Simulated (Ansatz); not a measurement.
The system is Sb.

```
Sb
1.0
    -1.87134    1.87134    1.87134
     1.87134   -1.87134    1.87134
     1.87134    1.87134   -1.87134
Sb
1
Direct
  0.00000 0.00000 0.00000
```

This isn't the form of Sb at room conditions, which is rhombohedral.

Base run:

| Property | Result |
| --- | --- |
| Program | Ansatz 0.2.0 |
| Functional | LDA |
| Potentials or basis | all-electron LAPW, scalar-relativistic |
| Cutoff | 172 eV (chosen from the basis error) |
| Basis error allowed | 0.001 eV/atom |
| k mesh | 10 × 10 × 10 |
| Occupations | gaussian, width 0.1 eV |
| Spin | no spin polarisation |

Its results: band gap on the k mesh none (metal or under the smearing width); pressure -1.2 GPa.

**Question.** The run is repeated on the same cell with these changes: functional from LDA to PBEsol; occupations from gaussian, width 0.1 eV to gaussian, width 0.02 eV. What comes out?

**Answer.** Band gap on the k mesh none (metal or under the smearing width); pressure 0.0 GPa.
